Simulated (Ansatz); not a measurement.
Run this with Ansatz 0.2.0, Python API and show what comes out.

`dfpt_cdse.py`:
```python
from pathlib import Path
import warnings

import ansatz as az
from ase import Atoms
import numpy as np

XC = "lda"
CUTOFF = 450
SMEARING = "fermi_dirac"
SMEARING_WIDTH = 0.1
TOLERANCE = 1e-09
KGRID = (6, 6, 6)

warnings.simplefilter("ignore", az.DeckWarning)

atoms = Atoms(
    ["Cd", "Se"],
    scaled_positions=[
        (0.0, 0.0, 0.0),
        (0.5, 0.5, 0.5),
    ],
    cell=[
        (0.0, 2.873958, 2.873958),
        (2.873958, 0.0, 2.873958),
        (2.873958, 2.873958, 0.0),
    ],
    pbc=True,
)
xtal = az.Crystal.from_ase(atoms)

base = xtal.calculation()
base = base.functional(XC)
base = base.basis(CUTOFF).occupations(SMEARING, width=SMEARING_WIDTH)
base = base.scf(tolerance=TOLERANCE).kpoints(*KGRID)
base = base.phonons("dfpt", points=[(0, 0, 0), (0, 0, 0.5), (0.5, 0, 0)])
res = base.run(runs_dir="runs")
ph = res.phonons

for q in ph.qpoints:
    thz = np.asarray(q.omega_inv_cm) / 33.35641
    print("q = ({:.2f}, {:.2f}, {:.2f})".format(*q.q_frac), np.round(thz, 2) + 0.0, "THz")
```

`python dfpt_cdse.py` gives:
```text
q = (0.00, 0.00, 0.00) [0.  0.  0.  1.7 1.7 1.7] THz
q = (0.00, 0.00, 0.50) [-1.72 -1.72  2.16  2.16  3.71  4.2 ] THz
q = (0.50, 0.00, 0.00) [-1.72 -1.72  2.16  2.16  3.71  4.2 ] THz
```

Notes:
- The cell isn't relaxed first, so the values belong to this volume.
- For a metal this k-point mesh is coarse: on a finer one energies can move by several to tens of meV an atom and pressures by half a GPa or more, differences at one mesh by less.
- A negative frequency stands for an imaginary mode.
- This is a high-temperature or high-pressure form, not the ambient phase.
- No non-analytic term is added, so at the zone centre the longitudinal optical modes of a polar crystal aren't split off.
- This cell is a computed structure, which may not be the phase found in nature.
- The structure is taken as given; imaginary modes can come from an unrelaxed or unstable start.
- It ran for 60 s on 1 thread of Intel(R) Xeon(R) Platinum 8259CL CPU @ 2.50GHz (Skylake/Cascade Lake), with other jobs on the host, peak memory 0.6 GiB.
